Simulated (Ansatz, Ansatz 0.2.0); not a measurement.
# Working log: lattice constants of PdSb in the NiAs structure

*Notes of a novice, printed with their mistakes. Don't take the settings or the reasoning as a model; a review follows at the end.*

## The measurement

PdSb crystallises in the NiAs type, a hexagonal structure with four atoms in the cell, space group $P6_3/mmc$. The two numbers I want to reproduce are the lattice constants, $a = 4.0753$ Å and $c = 5.591$ Å. They come from a diffraction refinement (1991, Crystallography Open Database entry 1538673). The entry is a structure, so the lattice constants are simply those of the cell given there. What the sample was like and at what temperature it was measured is not stated. I take the two values as they are and compare my relaxed cell with them directly.

| compared with | measured | in the source | method |
| --- | --- | --- | --- |
| a (Å) | 4.0753 | value in the starting structure | diffraction refinement behind the database entry |
| c (Å) | 5.591 | 5.5910 | diffraction refinement behind the database entry |

Conditions are those given with the value in the passage it was taken from; "not stated" means there, and the paper may say more elsewhere.

## Model and target

I want to relax the cell on the computer and get $a$ and $c$ back. The model is the four-atom cell, starting from the measured structure, with the atoms and the cell free to move. I will call it a success if both lengths are within 0.05 Å of experiment, because that is about one per cent and one per cent sounds good to me. I have read that PBEsol is made for solids, so I begin with it. If the numbers are off I will change the functional or some setting until they fit.

System: PdSb, NiAs type; P6_3/mmc (No. 194), 4 atoms in the primitive cell; the database structure is a diffraction structure: a = 4.075 Å, c = 5.591 Å.

## 1. A quick start with one k-point

The cell has only four atoms, so I think one k-point should be enough for it; as I understand it, the big meshes are for big systems. I use PBEsol with a 1x1x1 mesh and leave the cutoff at its default. It should be quick, and since the relaxation starts from the measured cell I expect it to stay close to it.

**Run 1.** Ansatz 0.2.0: PBEsol, cell and atoms relaxed from the database structure, cutoff 420 eV (default), 1x1x1 k mesh, Gaussian smearing 0.1 eV.

Key lines of the input:
```
crystal:
  # lattice and atoms
kpoints:
  mp_grid: { grid: [1, 1, 1] }
hamiltonian:
  xc: pbesol
scf:
  occupations: { method: gaussian, width: 0.1 }
output:
  stress: true
relax:
  adjacent_minimum: "off"
  max_steps: 30
  cell: { stress_tol: 0.03 }
```

Command:
```
ansatz run input.yaml --threads 4 --pin off --max-ram 8192MiB --backend cpu --events-out ev --progress --plain --runs-dir out
```

Selected lines of the output:
```
relax step   8: F+E_penalty+E_count = -26623.39984101 eV  [...]  P = +0.001 GPa  Ω = 91.692 Å³
--- Relaxed structure (7 steps of the walk, 7 accepted, 2 SCFs on fresh bases) ---
  cell:  # Å, volume = 91.6919 Å³
```

Converged; 2.8 s on 4 cores of Arm Neoverse V1, shared host.

| quantity | run 1 | measured | deviation |
| --- | --- | --- | --- |
| a (Å) | 4.1504 | 4.0753 | +0.0751 (+1.8 %) |
| c (Å) | 6.146 | 5.591 | +0.555 (+9.9 %) |
| cell volume (Å³) | 91.69 |  |  |

The cell did not stay close to the measured one. $a$ came out 0.0751 Å too long, and $c$ is 6.146 Å, which is 0.555 Å too long. The run converged and the pressure at the end is only 0.001 GPa, so the calculation itself must be fine and the fault has to be PBEsol. Since it is mostly $c$ that grows, I think the layers are not holding together. That looks to me like missing van der Waals attraction.

## 2. Van der Waals to pull the layers together

I want a functional with a dispersion correction. BLYP with D3(BJ) is a combination I have seen a lot in chemistry, so I take that in place of PBEsol. The first run was over in seconds, so I can also afford a 12x12x6 mesh, though I don't expect it to matter much. The attraction should shorten $c$ and leave $a$ more or less where it is.

**Run 2.** Ansatz 0.2.0: BLYP+D3(BJ), cell and atoms relaxed from the database structure, cutoff 420 eV (default), 12x12x6 k mesh, Gaussian smearing 0.1 eV.

Key lines of the input, as changed from run 1:
```diff
  kpoints:
-   mp_grid: { grid: [1, 1, 1] }
+   mp_grid: { grid: [12, 12, 6] }
  hamiltonian:
-   xc: pbesol
+   xc: blyp
+   dispersion: d3bj
  relax:
-   max_steps: 30
+   max_steps: 60
```

Selected lines of the output:
```
relax step   5: F+E_penalty+E_count = -26984.23097715 eV  [...]  P = +0.000 GPa  Ω = 81.747 Å³
--- Relaxed structure (5 steps of the walk, 4 accepted, 1 SCFs on fresh bases) ---
  cell:  # Å, volume = 81.7475 Å³
```

Converged; 19 s on the same hardware.

| quantity | run 2 | measured | deviation |
| --- | --- | --- | --- |
| a (Å) | 4.0788 | 4.0753 | +0.0035 (+0.1 %) |
| c (Å) | 5.674 | 5.591 | +0.083 (+1.5 %) |
| cell volume (Å³) | 81.75 |  |  |

The van der Waals correction worked. $c$ dropped from 6.146 Å to 5.674 Å, and $a$ is now only 0.0035 Å from experiment. So PdSb is a layered material held together by dispersion, and PBEsol failed because it has none. $a$ is finished as far as I am concerned. $c$ is still 0.083 Å too long, which is outside my 0.05 Å, so the attraction between the layers must still be a little too weak.

## 3. A stronger van der Waals functional

D3 is added on top from a formula, while rVV10 works from the electron density, so I expect it to catch more of the attraction. It comes together with r2SCAN, which is newer than BLYP and so should be better anyway. I keep the 12x12x6 mesh because it is already typed in. $c$ should come down by the missing 0.08 Å and $a$ should stay where it is.

**Run 3.** Ansatz 0.2.0: r2SCAN+rVV10, cell and atoms relaxed from the database structure, cutoff 500 eV (default), 12x12x6 k mesh, Gaussian smearing 0.1 eV.

Key lines of the input, as changed from run 2:
```diff
  hamiltonian:
-   xc: blyp
-   dispersion: d3bj
+   xc: r2scan
+   dispersion: rvv10
```

Selected lines of the output:
```
relax step   4: F+E_penalty+E_count = -26964.27544870 eV  [...]  P = -0.001 GPa  Ω = 81.359 Å³
--- Relaxed structure (4 steps of the walk, 3 accepted, 1 SCFs on fresh bases) ---
  cell:  # Å, volume = 81.3592 Å³
```

Converged; 45 s on 4 cores of Arm Neoverse V2, shared host.

| quantity | run 3 | measured | deviation |
| --- | --- | --- | --- |
| a (Å) | 4.0897 | 4.0753 | +0.0144 (+0.4 %) |
| c (Å) | 5.617 | 5.591 | +0.026 (+0.5 %) |
| cell volume (Å³) | 81.36 |  |  |

Both lengths are now inside my 0.05 Å. $c$ came down to 5.617 Å, so rVV10 does give the stronger attraction I was looking for. What bothers me is $a$, which was practically perfect with BLYP+D3(BJ) and is now 0.0144 Å too long. It seems that rVV10 is good for the direction between the layers and D3 is good for the direction inside them.

## 4. Back to PBEsol, now with D3

I would like to have $a$ and $c$ both right in one run. PBEsol is the functional for solids and all it lacked was the van der Waals part, so I go back to it and add D3(BJ). D3 should put $a$ back on the measured value as it did with BLYP. For $c$ I expect a large drop from the 6.146 Å that plain PBEsol gave, hopefully to about the measured length.

**Run 4.** Ansatz 0.2.0: PBEsol+D3(BJ), cell and atoms relaxed from the database structure, cutoff 420 eV (default), 12x12x6 k mesh, Gaussian smearing 0.1 eV.

Key lines of the input, as changed from run 2:
```diff
  hamiltonian:
-   xc: blyp
+   xc: pbesol
```

Selected lines of the output:
```
relax step   4: F+E_penalty+E_count = -26633.58800623 eV  [...]  P = -0.007 GPa  Ω = 77.718 Å³
--- Relaxed structure (4 steps of the walk, 3 accepted, 1 SCFs on fresh bases) ---
  cell:  # Å, volume = 77.7180 Å³
```

Converged; 17 s on 4 cores of Arm Neoverse V1, shared host.

| quantity | run 4 | measured | deviation |
| --- | --- | --- | --- |
| a (Å) | 4.0353 | 4.0753 | −0.0400 (−1.0 %) |
| c (Å) | 5.511 | 5.591 | −0.080 (−1.4 %) |
| cell volume (Å³) | 77.72 |  |  |

$c$ fell from 6.146 Å to 5.511 Å, so D3 takes 0.635 Å out of PBEsol. That is a very strong effect and proves again that the layers are held by van der Waals forces. But now it is too much: $c$ is 0.080 Å too short, and $a$ has shrunk as well, to 4.0353 Å. PBEsol without D3 is too long and with D3 it is too short, so the right answer must be half-way, with a weaker glue than D3.

## 5. Smearing as a weaker glue

There is a smearing width in the settings that I have not touched so far. As I understand it, smearing spreads the electrons out, so a large value should put some of them between the layers and bind these a little. I take D3 out again and set the smearing to 1 eV, with the Fermi-Dirac type because that name I know from the lectures. I expect $c$ to land somewhere between 5.511 Å and 6.146 Å, with luck close to the measured 5.591 Å.

**Run 5.** Ansatz 0.2.0: PBEsol, cell and atoms relaxed from the database structure, cutoff 420 eV (default), 12x12x6 k mesh, Fermi-Dirac smearing 1 eV.

Key lines of the input, as changed from run 1:
```diff
  kpoints:
-   mp_grid: { grid: [1, 1, 1] }
+   mp_grid: { grid: [12, 12, 6] }
  scf:
-   occupations: { method: gaussian, width: 0.1 }
+   occupations: { method: fermi_dirac, width: 1.0 }
```

Selected lines of the output:
```
relax step   5: F+E_penalty+E_count = -26634.84179151 eV  [...]  P = +0.004 GPa  Ω = 88.588 Å³
--- Relaxed structure (5 steps of the walk, 5 accepted, 1 SCFs on fresh bases) ---
  cell:  # Å, volume = 88.5883 Å³
```

Converged; 30 s on the same hardware. Warnings: bands_taken_in.

| quantity | run 5 | measured | deviation |
| --- | --- | --- | --- |
| a (Å) | 4.2649 | 4.0753 | +0.1896 (+4.7 %) |
| c (Å) | 5.624 | 5.591 | +0.033 (+0.6 %) |
| cell volume (Å³) | 88.59 |  |  |

The smearing works as glue: $c$ is 5.624 Å, only 0.033 Å too long, and that without any D3. The price is $a$, which has grown to 4.2649 Å, 0.1896 Å more than measured. I explain it like this: the electrons that now sit between the layers are missing inside the layers, so the bonds there have become weaker and longer.

## 6. One more electron for the bonds

If electrons are missing inside the layers, I can put one back. There is a setting for the total charge, and $-1$ means one extra electron in the cell. One electron among so many should be a gentle correction. I set the smearing back to the Gaussian 0.1 eV, so that the electrons stay in the bonds, and let the extra one do the gluing. I expect $a$ to come back towards 4.08 Å and $c$ to stay near 5.6 Å.

**Run 6.** Ansatz 0.2.0: PBEsol, cell and atoms relaxed from the database structure, cutoff 420 eV (default), 12x12x6 k mesh, Gaussian smearing 0.1 eV; total charge -1.

Key lines of the input, as changed from run 5:
```diff
+ total_charge: -1
  scf:
-   occupations: { method: fermi_dirac, width: 1.0 }
+   occupations: { method: gaussian, width: 0.1 }
+   max_iter: 60
```

Selected lines of the output:
```
relax step   2: F+E_penalty+E_count = -26617.29525268 eV  [...]  P = -4.700 GPa  Ω = 87.116 Å³
relax step   5: F+E_penalty+E_count = -26616.48831946 eV  [...]  P = +0.001 GPa  Ω = 83.182 Å³
--- Relaxed structure (5 steps of the walk, 4 accepted, 1 SCFs on fresh bases) ---
  cell:  # Å, volume = 83.1818 Å³
```

Converged; 25 s on the same hardware.

| quantity | run 6 | measured | deviation |
| --- | --- | --- | --- |
| a (Å) | 4.1649 | 4.0753 | +0.0896 (+2.2 %) |
| c (Å) | 5.537 | 5.591 | −0.054 (−1.0 %) |
| cell volume (Å³) | 83.18 |  |  |

The extra electron did what I wanted for $a$, which came back from 4.2649 Å to 4.1649 Å. That is about half of the way to the measured value. $c$ is now 5.537 Å, 0.054 Å too short, so part of the electron must have gone between the layers and pulled them together. A second electron would probably repair $a$ completely, but then $c$ would get even shorter, so I leave the charge alone from here on.

## 7. Turning down the cutoff

The cutoff is the last setting I have not tried. It is an energy, and I picture it as how much energy the electrons are allowed to have. With less energy they should push less on the cell, and $a$ should shrink. I go back to the neutral cell with PBEsol and the 0.1 eV smearing, and lower the cutoff from 420 eV to 290 eV. I expect $a$ to come out near 4.08 Å, and $c$ hopefully not much below 5.6 Å.

**Run 7.** Ansatz 0.2.0: PBEsol, cell and atoms relaxed from the database structure, cutoff 290 eV, 12x12x6 k mesh, Gaussian smearing 0.1 eV.

Key lines of the input, as changed from run 4:
```diff
  hamiltonian:
-   dispersion: d3bj
+ basis:
+   ecutwfc: 290.0
```

Selected lines of the output:
```
relax step  16: F+E_penalty+E_count = -26630.32550360 eV  [...]  P = -0.000 GPa  Ω = 81.060 Å³
--- Relaxed structure (11 steps of the walk, 10 accepted, 6 SCFs on fresh bases) ---
  cell:  # Å, volume = 81.0596 Å³
```

Converged; 33 s on the same hardware. Warnings: cutoff_below_recommended.

| quantity | run 7 | measured | deviation |
| --- | --- | --- | --- |
| a (Å) | 4.0941 | 4.0753 | +0.0188 (+0.5 %) |
| c (Å) | 5.584 | 5.591 | −0.007 (−0.1 %) |
| cell volume (Å³) | 81.06 |  |  |

This is the best result so far. $c$ is 5.584 Å, only 0.007 Å short of the measured value, and $a$ is 4.0941 Å, which is 0.0188 Å too long. Both are well inside my 0.05 Å, and the pressure at the end is practically zero. So the lower cutoff was what PBEsol needed: the electrons push less and the cell has the right size, without D3 and without an extra electron. I take PBEsol with 290 eV as my final setting and $a = 4.0941$ Å, $c = 5.584$ Å as my lattice constants for PdSb.

## Collected results

| run | settings | a (Å) | deviation | c (Å) | deviation | cost |
| --- | --- | --- | --- | --- | --- | --- |
| 1 | PBEsol, cutoff 420 eV (default), 1x1x1 k mesh, Gaussian smearing 0.1 eV | 4.1504 | +0.0751 (+1.8 %) | 6.146 | +0.555 (+9.9 %) | under 1 core-min |
| 2 | BLYP+D3(BJ), cutoff 420 eV (default), 12x12x6 k mesh, Gaussian smearing 0.1 eV | 4.0788 | +0.0035 (+0.1 %) | 5.674 | +0.083 (+1.5 %) | 76 core-s |
| 3 | r2SCAN+rVV10, cutoff 500 eV (default), 12x12x6 k mesh, Gaussian smearing 0.1 eV | 4.0897 | +0.0144 (+0.4 %) | 5.617 | +0.026 (+0.5 %) | 3 core-min |
| 4 | PBEsol+D3(BJ), cutoff 420 eV (default), 12x12x6 k mesh, Gaussian smearing 0.1 eV | 4.0353 | −0.0400 (−1.0 %) | 5.511 | −0.080 (−1.4 %) | 69 core-s |
| 5 | PBEsol, cutoff 420 eV (default), 12x12x6 k mesh, Fermi-Dirac smearing 1 eV | 4.2649 | +0.1896 (+4.7 %) | 5.624 | +0.033 (+0.6 %) | 2 core-min |
| 6 | PBEsol, cutoff 420 eV (default), 12x12x6 k mesh, Gaussian smearing 0.1 eV, total charge -1 | 4.1649 | +0.0896 (+2.2 %) | 5.537 | −0.054 (−1.0 %) | 98 core-s |
| 7 | PBEsol, cutoff 290 eV, 12x12x6 k mesh, Gaussian smearing 0.1 eV | 4.0941 | +0.0188 (+0.5 %) | 5.584 | −0.007 (−0.1 %) | 2.2 core-min |
|  | measured | 4.0753 |  | 5.591 |  |  |

## Closing entry

I am done with PdSb. My lattice constants are $a = 4.0941$ Å and $c = 5.584$ Å, from PBEsol with the cutoff at 290 eV. Both are inside the 0.05 Å I set myself at the start, so I count the work as a success.

r2SCAN with rVV10 also got both lengths inside the limit, but its $c$ is 0.026 Å off and mine only 0.007 Å, so I prefer PBEsol. BLYP with D3 has the better $a$, but there $c$ is too long.

What I take from this is that PdSb is a layered material, and that the layers can be pulled together with van der Waals forces, with smearing or with an extra electron. In the end none of these was needed, because the electrons only had too much energy at the default cutoff. For the next compound I will start with PBEsol at 290 eV straight away, and if the cell comes out too large I will lower the cutoff a bit more.

## An expert's review

Further runs made for the review:

| reviewer's run | settings | a (Å) | deviation | c (Å) | deviation | cost |
| --- | --- | --- | --- | --- | --- | --- |
| R1 | PBEsol, cutoff 420 eV (default), 12x12x6 k mesh, Gaussian smearing 0.1 eV | 4.0845 | +0.0092 (+0.2 %) | 5.578 | −0.013 (−0.2 %) | 66 core-s |
| R2 | BLYP, cutoff 420 eV (default), 12x12x6 k mesh, Gaussian smearing 0.1 eV | 4.2208 | +0.1455 (+3.6 %) | 5.876 | +0.285 (+5.1 %) | 99 core-s |
| R3 | r2SCAN, cutoff 500 eV (default), 12x12x6 k mesh, Gaussian smearing 0.1 eV | 4.1064 | +0.0311 (+0.8 %) | 5.644 | +0.053 (+1.0 %) | 2.5 core-min |
| R4 | PBEsol, cutoff 590 eV, 12x12x6 k mesh, Gaussian smearing 0.1 eV | 4.0842 | +0.0089 (+0.2 %) | 5.577 | −0.014 (−0.2 %) | 1.9 core-min |
|  | measured | 4.0753 |  | 5.591 |  |  |

Starting from PBEsol and relaxing the whole cell was a good plan. Changing settings until the numbers fit was not, because errors can then cancel unnoticed.

Run 1 fails because of its single k-point: small cells need more k-points, not fewer. Convergence and vanishing pressure show only that the minimum for those settings was found. The same calculation with a 12x12x6 mesh (R1) gives $a = 4.0845$ Å and $c = 5.578$ Å for 66 core-seconds. PBEsol was not at fault, and no van der Waals attraction was missing.

Run 2 changed mesh and functional together, then credited D3 with the whole improvement. BLYP describes metals poorly and without D3 gives $c = 5.876$ Å (R2). D3 shortens both axes by about 3.4 %, so it is not acting as glue between layers, and the excellent $a$ is a chance cancellation. PdSb is not a layered material: Pd–Sb bonds run through the NiAs structure in all three directions.

Run 3 is soundly set up, though being newer does not make a functional better. Plain r2SCAN (R3) shows that rVV10 shortens $c$ by only 0.027 Å, far less than D3 does with BLYP. It shortens $a$ too, so the two corrections do not each suit one direction.

In run 4 the supposed D3 effect of 0.635 Å is mostly the k-point error of run 1. Against R1 it is 0.067 Å, and it makes a good result worse.

Smearing is not glue either. The 1 eV in run 5 corresponds to electrons at roughly 12 000 K, which swells the cell; $c$ is longer than in R1 and lands near experiment by chance. The warning that the self-consistency loop had missed levels was ignored. The heating accounts for the longer $a$ without any electrons leaving the layers.

Run 6 therefore set out to repair a shortage that was only a guess. One extra electron in a four-atom cell is not gentle, and with a uniform background cancelling its charge, energy and pressure lose their meaning. The log shows a lower energy at step 2 than in the final cell. $a$ improved because the smearing was reset; the neutral cell does better still, and a second electron would be no remedy.

Run 7 ignored the warning about its low cutoff. The cutoff limits the basis set, not the energy the electrons may have. Raising it from the default to 590 eV (R4) changes $a$ by only 0.0003 Å, so the default was adequate. At 290 eV $a$ is longer than in R1, not shorter, and the close agreement in $c$ is chance. The chosen final setting even cost more than R1, and lowering the cutoff further for the next compound would be worse.

The result to keep is R1: PBEsol with the default cutoff and a proper mesh matches both measured lengths to about 0.2 %, well inside the 0.05 Å target. Plain r2SCAN (R3) is 0.8 % too long in $a$ and 1.0 % in $c$, which puts $c$ just outside the target. A spread of about one per cent between functionals is ordinary and no reason to tune other settings. The unstated sample and temperature leave a small uncertainty in the comparison. I see no reason here to doubt the measurement.

[Logs are printed without paths, hosts, clocks, repeated set-up lines and the standing remarks that a program may print on its own settings, such as how far it seeks lower states.]

[The runs shown are a pick from a larger set of finished runs; failed, doubtful and other runs were left out of it ahead of writing. So were measured values far from every level or from commonly accepted values, and agreement can look better than it is. Lines of input and output are excerpts and may be shortened.]
